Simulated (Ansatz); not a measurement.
Here is an Ansatz 0.2.0 calculation.

The input input.yaml:

```yaml
crystal:
  lattice:
    - [0.0, 2.09130951, 2.09130951]
    - [2.09130951, 0.0, 2.09130951]
    - [2.09130951, 2.09130951, 0.0]
  atoms:
    - { symbol: Ni, position: [0.0, 0.0, 0.0] }
    - { symbol: O, position: [0.5, 0.5, 0.5] }
hamiltonian:
  xc: pbe
  pseudopotentials: { kind: paw }
kpoints:
  mp_grid: { grid: [11, 11, 11] }
scf:
  occupations: { method: fermi_dirac, width: 0.05 }
output:
  forces: true
  stress: true
  eigenvalues: true
```

Potentials or basis: Ansatz PAW.

Command:

```bash
$ ansatz run input.yaml --threads 2 --pin off --max-ram 5632MiB --backend cpu --events-out ev --progress --plain --runs-dir out
```

**Question.** Estimate the band gap on the k mesh.

**Answer.** None (metal or under the smearing width).

**Question.** Predict the pressure.

**Answer.** -3.1 GPa.

Caveat: the pressure holds a Pulay correction of +0.7 GPa for the finite cutoff; the run has no spin polarisation, though such a crystal can be magnetic; semilocal functionals often make such compounds metallic where correlation or magnetic order opens a gap, which also shifts bond lengths. Spin polarisation is off, so any magnetic state and its effect on volume and gap are missing.

The gap isn't set beside the measured one, since this odd mesh misses points on the zone boundary.
